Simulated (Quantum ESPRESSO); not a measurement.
# MnS (F-43m) in Quantum ESPRESSO: settings compared, part 2 of 2

Quantum ESPRESSO 7.5.

## 4. Single point, LDA, collinear spin, ferromagnetic start, 14.53 Å³/atom

Contents of pw.in:

```
&CONTROL
  calculation = 'scf'
  prefix = 'pwscf'
  outdir = './tmp'
  pseudo_dir = './pseudo'
  tprnfor = .true.
  tstress = .true.
  disk_io = 'nowf'
/
&SYSTEM
  ibrav = 0
  nat = 2
  ntyp = 2
  ecutwfc = 45
  ecutrho = 360
  nbnd = 20
  occupations = 'smearing'
  smearing = 'fd'
  degauss = 0.00367493
  nspin = 2
  starting_magnetization(1) = 0.2667
  starting_magnetization(2) = 0
/
&ELECTRONS
  conv_thr = 4d-10
  electron_maxstep = 120
  mixing_beta = 0.3
/
ATOMIC_SPECIES
Mn    54.9380 mn_lda_v1.5.uspp.F.UPF
S     32.0600 s_lda_v1.4.uspp.F.UPF
CELL_PARAMETERS angstrom
   0.0000000000    2.4400341398    2.4400341398
   2.4400341398    0.0000000000    2.4400341398
   2.4400341398    2.4400341398    0.0000000000
ATOMIC_POSITIONS crystal
Mn     0.0000000000    0.0000000000    0.0000000000
S      0.7500000000    0.7500000000    0.7500000000
K_POINTS automatic
9 9 9 0 0 0
```

Started as:

```bash
$ OMP_NUM_THREADS=1 mpirun -n 2 pw.x -nk 2 -in pw.in > pw.out
```

It took 57 s on 2 MPI ranks of Intel Xeon at 2.50GHz (Skylake/Cascade Lake), shared host; peak memory 0.22 GiB.

The run converged. Its results:

```
Free energy                                           : -3202.0210 eV
Pressure                                              : -1.1 GPa
Band gap on the k mesh                                : none (metal or under the smearing width)
Net moment                                            : 0.00 μB per cell
Absolute moment                                       : 0.00 μB per cell
Valence electrons inside the program's atomic spheres : Mn 12.61; S 3.38
```

Caveat: the starting moments collapsed, and a magnetic state may lie lower; semilocal functionals often make such compounds metallic where correlation or magnetic order opens a gap, which also shifts bond lengths.

## 5. Single point, LDA, collinear spin, ferromagnetic start, 14.83 Å³/atom

pw.in: that of step 4 with these lines changed.

```diff
@@ -32,5 +32,5 @@
 CELL_PARAMETERS angstrom
-   0.0000000000    2.4400341398    2.4400341398
-   2.4400341398    0.0000000000    2.4400341398
-   2.4400341398    2.4400341398    0.0000000000
+   0.0000000000    2.4568624933    2.4568624933
+   2.4568624933    0.0000000000    2.4568624933
+   2.4568624933    2.4568624933    0.0000000000
 ATOMIC_POSITIONS crystal
```

Started as:

```bash
$ OMP_NUM_THREADS=1 mpirun -n 2 pw.x -nk 2 -in pw.in > pw.out
```

Run time: 85 s. Hardware: 2 MPI ranks of Intel Xeon at 2.50GHz (Skylake/Cascade Lake), shared host; peak memory 0.22 GiB.

Results (log left out):

```yaml
Free_energy: -3202.0116 eV
Pressure: -4.2 GPa
Band_gap_on_the_k_mesh: none (metal or under the smearing width)
Net_moment: 0.00 μB per cell
Absolute_moment: 0.00 μB per cell
Valence_electrons_inside_the_program's_atomic_spheres: Mn 12.63; S 3.41
```

Caveat: the starting moments collapsed, and a magnetic state may lie lower; semilocal functionals often make such compounds metallic where correlation or magnetic order opens a gap, which also shifts bond lengths.

## 6. Single point, LDA, collinear spin, ferromagnetic start, 15.13 Å³/atom

pw.in: that of step 5 with these lines changed.

```diff
@@ -32,5 +32,5 @@
 CELL_PARAMETERS angstrom
-   0.0000000000    2.4568624933    2.4568624933
-   2.4568624933    0.0000000000    2.4568624933
-   2.4568624933    2.4568624933    0.0000000000
+   0.0000000000    2.4734634191    2.4734634191
+   2.4734634191    0.0000000000    2.4734634191
+   2.4734634191    2.4734634191    0.0000000000
 ATOMIC_POSITIONS crystal
```

Potentials or basis: GBRV 1.5 LDA.

Started as:

```bash
$ OMP_NUM_THREADS=1 mpirun -n 2 pw.x -nk 2 -in pw.in > pw.out
```

Wall time 54 s (2 MPI ranks of Intel Xeon at 2.50GHz (Skylake/Cascade Lake), shared host); peak memory 0.22 GiB.

It converged, with:

| Quantity | Value |
| --- | --- |
| Free energy | -3201.9909 eV |
| Pressure | -7.0 GPa |
| Band gap on the k mesh | none (metal or under the smearing width) |
| Net moment | 0.10 μB per cell |
| Absolute moment | 0.11 μB per cell |
| Site moments | Mn +0.09; S -0.00 μB |
| Valence electrons inside the program's atomic spheres | Mn 12.65; S 3.44 |

Caveat: the moment fell far below its start of 4 μB, so a state of higher moment may lie lower in energy; semilocal functionals often make such compounds metallic where correlation or magnetic order opens a gap, which also shifts bond lengths.

## 7. Single point, LDA, collinear spin, ferromagnetic start, 15.44 Å³/atom

pw.in: that of step 6 with these lines changed.

```diff
@@ -32,5 +32,5 @@
 CELL_PARAMETERS angstrom
-   0.0000000000    2.4734634191    2.4734634191
-   2.4734634191    0.0000000000    2.4734634191
-   2.4734634191    2.4734634191    0.0000000000
+   0.0000000000    2.4898444489    2.4898444489
+   2.4898444489    0.0000000000    2.4898444489
+   2.4898444489    2.4898444489    0.0000000000
 ATOMIC_POSITIONS crystal
```

Started as:

```bash
$ OMP_NUM_THREADS=1 mpirun -n 2 pw.x -nk 2 -in pw.in > pw.out
```

It took 2.1 min on 2 MPI ranks of Intel Xeon at 2.50GHz (Skylake/Cascade Lake), shared host; peak memory 0.24 GiB.

The run converged. Its results:

```
Free energy                                           : -3201.9605 eV
Pressure                                              : -9.4 GPa
Band gap on the k mesh                                : none (metal or under the smearing width)
Net moment                                            : 0.16 μB per cell
Absolute moment                                       : 0.16 μB per cell
Site moments                                          : Mn +0.14; S -0.00 μB
Valence electrons inside the program's atomic spheres : Mn 12.67; S 3.48
```

Caveat: the moment fell far below its start of 4 μB, so a state of higher moment may lie lower in energy; semilocal functionals often make such compounds metallic where correlation or magnetic order opens a gap, which also shifts bond lengths.

## 8. Single point, LDA, collinear spin, ferromagnetic start, 15.74 Å³/atom

pw.in: that of step 7 with these lines changed.

```diff
@@ -32,5 +32,5 @@
 CELL_PARAMETERS angstrom
-   0.0000000000    2.4898444489    2.4898444489
-   2.4898444489    0.0000000000    2.4898444489
-   2.4898444489    2.4898444489    0.0000000000
+   0.0000000000    2.5060127231    2.5060127231
+   2.5060127231    0.0000000000    2.5060127231
+   2.5060127231    2.5060127231    0.0000000000
 ATOMIC_POSITIONS crystal
```

Started as:

```bash
$ OMP_NUM_THREADS=1 mpirun -n 2 pw.x -nk 2 -in pw.in > pw.out
```

Wall time 95 s (2 MPI ranks of Intel Xeon at 2.50GHz (Skylake/Cascade Lake), shared host); peak memory 0.24 GiB.

It converged, with:

```
Free energy                                           : -3201.9213 eV
Pressure                                              : -11.6 GPa
Band gap on the k mesh                                : none (metal or under the smearing width)
Net moment                                            : 0.20 μB per cell
Absolute moment                                       : 0.21 μB per cell
Site moments                                          : Mn +0.17; S -0.00 μB
Valence electrons inside the program's atomic spheres : Mn 12.69; S 3.51
```

Caveat: the moment fell far below its start of 4 μB, so a state of higher moment may lie lower in energy; semilocal functionals often make such compounds metallic where correlation or magnetic order opens a gap, which also shifts bond lengths.

## 9. Single point, LDA, collinear spin, ferromagnetic start, 16.04 Å³/atom

pw.in: that of step 8 with these lines changed.

```diff
@@ -32,5 +32,5 @@
 CELL_PARAMETERS angstrom
-   0.0000000000    2.5060127231    2.5060127231
-   2.5060127231    0.0000000000    2.5060127231
-   2.5060127231    2.5060127231    0.0000000000
+   0.0000000000    2.5219750179    2.5219750179
+   2.5219750179    0.0000000000    2.5219750179
+   2.5219750179    2.5219750179    0.0000000000
 ATOMIC_POSITIONS crystal
```

Potentials or basis: GBRV 1.5 LDA.

Started as:

```bash
$ OMP_NUM_THREADS=1 mpirun -n 2 pw.x -nk 2 -in pw.in > pw.out
```

It took 90 s on 2 MPI ranks of Intel Xeon at 2.50GHz (Skylake/Cascade Lake), shared host; peak memory 0.24 GiB.

It converged, with:

```yaml
Free_energy: -3201.8741 eV
Pressure: -13.6 GPa
Band_gap_on_the_k_mesh: none (metal or under the smearing width)
Net_moment: 0.23 μB per cell
Absolute_moment: 0.25 μB per cell
Site_moments: Mn +0.20; S -0.00 μB
Valence_electrons_inside_the_program's_atomic_spheres: Mn 12.71; S 3.54
```

Caveat: the moment fell far below its start of 4 μB, so a state of higher moment may lie lower in energy; semilocal functionals often make such compounds metallic where correlation or magnetic order opens a gap, which also shifts bond lengths.

## 10. Equation of state, LDA, collinear spin, ferromagnetic start

No new run: the results of the series are fitted here.

What came out:

* Equilibrium volume: 14.45 Å³/atom
* Bulk modulus: 163 GPa
* Pressure derivative of the bulk modulus: 4.6

Energy against volume, from the lowest point:
```tsv
volume (Å³/atom)	energy (meV/atom)
14.225	1.57
14.527	0.00
14.830	4.73
15.133	15.04
15.435	30.27
15.738	49.88
16.041	73.46
```

## 11. The reference run

An earlier run on the cell as given: functional PBEsol; potentials or basis GBRV 1.5 PBEsol; cutoff 612 eV; density cutoff 4898 eV; k mesh 9 × 9 × 9; occupations fermi-dirac, width 0.05 eV; collinear spin, ferromagnetic start; starting moments [4.0, 0.0] μB.

* Pressure: -3.2 GPa
* Band gap on the k mesh: none (metal or under the smearing width)
* Net moment: 0.23 μB per cell
* Absolute moment: 0.25 μB per cell
* Site moments: Mn +0.20; S -0.00 μB
* Valence electrons inside the program's atomic spheres: Mn 12.64; S 3.44

## 12. The runs side by side

| task | level | potentials or basis | form of the LDA correlation | gap on the mesh (eV) | pressure (GPa) | moment (μB) |
| --- | --- | --- | --- | --- | --- | --- |
| band structure | PBEsol | GBRV 1.5 PBEsol | - | none | -3.2 | 0.23 |
| equation of state | LDA | GBRV 1.5 LDA | PZ81 | - | - | - |
| single point | PBEsol | GBRV 1.5 PBEsol | - | none | -3.2 | 0.23 |

Alike in all rows: spin collinear, ferromagnetic start; cell as given; k mesh 9 × 9 × 9; cutoff (eV) 612; smearing fermi-dirac 0.05 eV.

Caveats: the moment fell far below its start of 4 μB, so a state of higher moment may lie lower in energy (some runs); semilocal functionals often make such compounds metallic where correlation or magnetic order opens a gap, which also shifts bond lengths (some runs).

Total energies depend on the potentials used, so only differences within one code and one set of settings carry meaning.
